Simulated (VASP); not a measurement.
From VASP inputs to Ansatz: Te2Mo (strained 2H (MoS2) bulk)

INCAR

```
LCHARG = .TRUE.
LREAL = .FALSE.
NSW = 0
NBANDS = 35
LWAVE = .FALSE.
EDIFF = 1E-7
IBRION = -1
LELF = .TRUE.
ENCUT = 520
PREC = Accurate
LASPH = .TRUE.
ISIF = 2
ISMEAR = -1
GGA = PE
SIGMA = 0.02
NELM = 120
```

KPOINTS

```
KPOINTS created by Atomic Simulation Environment
0
Gamma
12 12 2
0 0 0
```

KPOINTS_OPT

```
special points
7
Reciprocal
0.0000000000 0.0000000000 0.0000000000 1
0.5000000000 0.0000000000 0.0000000000 1
0.3333333333 0.3333333333 0.0000000000 1
0.0000000000 0.0000000000 0.5000000000 1
0.5000000000 0.0000000000 0.5000000000 1
0.3333333333 0.3333333333 0.5000000000 1
0.1979170000 0.1953130000 0.0000000000 1
```

POSCAR

```
Mo Te
 1.0000000000000000
     3.5067098340319207    0.0000000000000000    0.0000000000000000
    -1.7533549170159604    3.0368997999723559    0.0000000000000000
     0.0000000000000000    0.0000000000000000   14.0349052465999993
 Mo  Te
   2   4
Cartesian
  0.0000000000000001  2.0245998666482365  3.5087263116499994
  1.7533549170159599  1.0122999333241183 10.5261789349499999
  1.7533549170159599  1.0122999333241183  5.3133732603335480
  1.7533549170159599  1.0122999333241183  1.7040793629664523
  0.0000000000000001  2.0245998666482365 12.3308258836335458
  0.0000000000000001  2.0245998666482365  8.7215319862664522
```

VASP ran with the recommended PBE PAW datasets (52 valence electrons in the cell).

**Question.** Write an Ansatz input for this cell and level of theory.

**Answer.** 

```yaml
crystal:
  lattice:
    - [3.506709834, 0.0, 0.0]
    - [-1.753354917, 3.0368998, 0.0]
    - [0.0, 0.0, 14.0349052466]
  atoms:
    - { symbol: Mo, position: [0.3333333333, 0.6666666667, 0.25] }
    - { symbol: Mo, position: [0.6666666667, 0.3333333333, 0.75] }
    - { symbol: Te, position: [0.6666666667, 0.3333333333, 0.3785827668] }
    - { symbol: Te, position: [0.6666666667, 0.3333333333, 0.1214172332] }
    - { symbol: Te, position: [0.3333333333, 0.6666666667, 0.8785827668] }
    - { symbol: Te, position: [0.3333333333, 0.6666666667, 0.6214172332] }
kpoints:
  mp_grid: { grid: [12, 12, 2] }
  band_path:
    path:
      - [0.0, 0.0, 0.0]
      - [0.5, 0.0, 0.0]
      - [0.3333333333, 0.3333333333, 0.0]
      - [0.0, 0.0, 0.5]
      - [0.5, 0.0, 0.5]
      - [0.3333333333, 0.3333333333, 0.5]
      - [0.197917, 0.195313, 0.0]
    npoints: 1
hamiltonian:
  xc: pbe
scf:
  occupations: { method: fermi_dirac, width: 0.02 }
  n_extra_bands: 5
output:
  forces: true
  stress: true
  eigenvalues: true
  write_density: true
  write_potential: true
  elf: true
  volumetric_format: npy
```

Other inputs would serve too.

```csv
,VASP,Ansatz
gap between bands v and c,0.74 eV,0.74 eV
least direct gap,1.07 eV,1.07 eV
pressure,3.4 GPa,3.4 GPa
largest force,0.23 eV/Å,0.22 eV/Å
```

Datasets and cutoffs are each program's own. VASP's cell holds 52 valence electrons and Ansatz's 92. Ansatz's stress includes a Pulay correction; VASP's doesn't.
